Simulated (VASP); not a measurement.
Crystal: WS2.

```xyz
3
Lattice="1.5790 0.9116 6.1633 -1.5790 0.9116 6.1633 0.0000 -1.8233 6.1633" Properties=species:S:1:pos:R:3 pbc="T T T"
W     0.0000    0.0000    0.0000
S     0.0000    0.0000    4.6170
S     0.0000    0.0000    7.7473
```

Measurements of this composition are mostly on another form, of space group No. 194.

```yaml
Program: VASP 6.6.1
Task: relaxation of cell and atoms
Functional: PBEsol
Dispersion: D3(BJ)
Potentials_or_basis: VASP PAW PBE potentials, release 64 (W_sv, S)
Cutoff: 700 eV
k_mesh: 12 × 12 × 12
Occupations: gaussian, width 0.02 eV
Spin: no spin polarisation
```

At the start: pressure -4.0 GPa; volume 17.74 Å³/atom.

**Question.** How do energy, volume and symmetry change on relaxing?

**Answer.** Over 27 steps the energy falls by 18.1 meV/atom and the volume is 16.44 Å³/atom (-7.3 %); space group R3m (No. 160, to 0.05 Å).

The path:
```tsv
step	energy change (eV)	largest force (eV/Å)	pressure (GPa)	volume (Å³)
1	0.0000	0.6023	-4.03	53.23
2	0.0431	1.6952	8.31	49.86
3	-0.0218	0.4426	0.11	51.95
4	-0.0289	0.2877	-0.74	51.63
5	-0.0289	0.2668	-0.69	51.64
6	-0.0359	0.0814	-0.08	51.01
7	-0.0378	0.2432	0.47	50.48
8	-0.0431	0.2061	0.40	50.23
9	-0.0531	0.0965	0.31	49.48
10	-0.0366	0.1374	0.82	47.94
11	-0.0541	0.0727	0.54	49.21
12	-0.0541	0.0615	0.55	49.13
13	-0.0542	0.0851	-0.51	49.40
14	-0.0544	0.0273	0.00	49.26
15	-0.0544	0.0279	0.01	49.27
16	-0.0543	0.0501	-0.26	49.33
17	-0.0544	0.0286	-0.02	49.27
18	-0.0544	0.0148	0.00	49.28
19	-0.0544	0.0146	0.01	49.29
20	-0.0544	0.0025	0.02	49.29
21	-0.0544	0.0025	0.02	49.29
22	-0.0544	0.0051	0.00	49.30
23	-0.0544	0.0094	-0.03	49.31
24	-0.0544	0.0082	-0.02	49.31
25	-0.0544	0.0050	-0.01	49.32
26	-0.0544	0.0019	0.02	49.32
27	-0.0544	0.0010	0.01	49.32
```

Final structure:
```
W S
1.0
     1.56065    0.90104    5.84554
    -1.56065    0.90104    5.84554
     0.00000   -1.80208    5.84554
W S
1 2
Direct
  0.00064 0.00064 0.00064
  0.24454 0.24454 0.24454
  0.42352 0.42352 0.42352
```

Caveat: the PAW data sets were made with another functional, which shifts forces and pressure a little.
